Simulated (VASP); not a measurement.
## CdTe: single point with PBE0

The system is CdTe.

```xyz
2
Lattice="0.0000 3.1396 3.1396 3.1396 0.0000 3.1396 3.1396 3.1396 0.0000" Properties=species:S:1:pos:R:3 pbc="T T T"
Te    4.7094    4.7094    4.7094
Cd    0.0000    0.0000    0.0000
```

| Item | Value |
| --- | --- |
| Program | VASP 6.6.1 |
| Task | single point |
| Functional | PBE0 |
| Potentials or basis | VASP PAW PBE potentials, release 64 (Te, Cd) |
| Cutoff | 520 eV |
| k mesh | 4 × 4 × 4 |
| Occupations | fermi-dirac, width 0.05 eV |
| Spin | no spin polarisation |
| Dipole correction | no |
| Exchange at q = 0 | truncated |
| Grid for exact exchange (PRECFOCK) | Normal |
| Further INCAR settings | ALGO = Normal; EDIFF = 1e-06; NBANDS = 16 |

The pressure is 7.3 GPa and the band gap on the k mesh is 2.55 eV, direct.

Levels at points of the mesh, in eV from the valence-band top:
| k point | band 7 | band 8 | band 9 | band 10 | band 11 | band 12 |
| --- | --- | --- | --- | --- | --- | --- |
| (0.00, 0.00, 0.00) | 0.00 | 0.00 | 0.00 | 2.55 | 6.09 | 6.09 |
| (0.50, 0.00, 0.00) | -5.46 | -1.01 | -1.01 | 3.40 | 6.70 | 6.70 |
| (0.50, 0.50, 0.00) | -5.22 | -2.42 | -2.42 | 3.71 | 4.10 | 11.33 |

It took 11 min on 1 thread of Intel(R) Xeon(R) Platinum 8259CL CPU @ 2.50GHz (Skylake/Cascade Lake), with other jobs on the host, peak memory 0.21 GiB.

Caveat: the k mesh is coarse (spacing up to 0.43 Å⁻¹), so the values aren't converged, least of all with exact exchange; the PAW data sets were made with another functional, which shifts forces and pressure a little; spin-orbit coupling is left out, which moves the levels of the heavy elements.
